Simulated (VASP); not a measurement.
## CdS: single point with PBE

Slab: CdS, a slab with vacuum.

```
Cd S
1.0
     4.20180    0.00000    0.00000
     0.00000    6.84586    0.00000
     0.00000    0.00000   27.12955
Cd S
8 8
Direct
  0.00000 0.95432 0.29704
  0.50000 0.51538 0.31562
  0.50000 0.00693 0.41392
  0.00000 0.51103 0.45271
  0.00000 0.01103 0.54729
  0.50000 0.50693 0.58608
  0.50000 0.01538 0.68438
  0.00000 0.45432 0.70296
  0.00000 0.61526 0.26962
  0.50000 0.13189 0.32307
  0.50000 0.63141 0.40800
  0.00000 0.13379 0.45723
  0.00000 0.63379 0.54277
  0.50000 0.13141 0.59200
  0.50000 0.63189 0.67693
  0.00000 0.11526 0.73038
```

```yaml
Program: VASP 6.6.1
Task: single point
Functional: PBE
Potentials_or_basis: VASP PAW PBE potentials, release 64 (Cd, S)
Cutoff: 520 eV
k_mesh: 6 × 4 × 1
Occupations: gaussian, width 0.03 eV
Spin: no spin polarisation
Dipole_correction: yes
Further_INCAR_settings: ALGO = Fast; EDIFF = 1e-06
```

The largest force is 0.019 eV/Å and the band gap on the k mesh is 1.35 eV, direct. The ionisation potential of the upper face is 5.95 eV.

Forces on the atoms (eV/Å):
```
Cd   0.000 -0.010  0.016
Cd   0.000 -0.007 -0.014
Cd   0.000  0.009 -0.009
Cd   0.000 -0.003  0.014
Cd   0.000 -0.003 -0.014
Cd   0.000  0.009  0.009
Cd   0.000 -0.007  0.014
Cd   0.000 -0.010 -0.016
S    0.000 -0.002 -0.011
S    0.000  0.003 -0.007
S    0.000  0.005 -0.001
S    0.000  0.005  0.000
S    0.000  0.005  0.000
S    0.000  0.005  0.001
S    0.000  0.003  0.007
S    0.000 -0.002  0.011
```

Levels at points of the mesh, in eV from the valence-band top:
```csv
k point,band 69,band 70,band 71,band 72,band 73,band 74,band 75,band 76
"(0.00, 0.00, 0.00)",-0.28,-0.20,-0.07,0.00,1.35,1.98,2.72,2.97
"(0.50, 0.00, 0.00)",-1.08,-0.83,-0.76,-0.68,3.53,3.59,3.63,3.91
"(0.00, 0.50, 0.00)",-0.33,-0.33,-0.32,-0.32,2.76,2.76,3.08,3.08
"(0.50, 0.50, 0.00)",-1.15,-1.15,-0.86,-0.86,3.38,3.38,3.60,3.60
```

Core levels (eV, on the scale of the bands):
| atom | levels |
| --- | --- |
| 1 Cd | 1s -26517.6, 2s -3934.7, 2p -3530.0, 3s -731.6, 3p -598.9, 3d -391.4, 4s -103.8, 4p -64.9 |
| 2 Cd | 1s -26517.0, 2s -3934.2, 2p -3529.5, 3s -731.1, 3p -598.4, 3d -390.8, 4s -103.3, 4p -64.4 |
| 3 Cd | 1s -26517.3, 2s -3934.5, 2p -3529.7, 3s -731.4, 3p -598.7, 3d -391.1, 4s -103.6, 4p -64.7 |
| 4 Cd | 1s -26517.3, 2s -3934.4, 2p -3529.7, 3s -731.3, 3p -598.6, 3d -391.1, 4s -103.6, 4p -64.6 |
| 5 Cd | 1s -26517.3, 2s -3934.4, 2p -3529.7, 3s -731.3, 3p -598.6, 3d -391.1, 4s -103.6, 4p -64.6 |
| 6 Cd | 1s -26517.3, 2s -3934.5, 2p -3529.7, 3s -731.4, 3p -598.7, 3d -391.1, 4s -103.6, 4p -64.7 |

Run time: 5.7 min on 4 MPI ranks on Intel(R) Xeon(R) Platinum 8488C (Sapphire Rapids) (shared host), peak memory 0.46 GiB a rank.
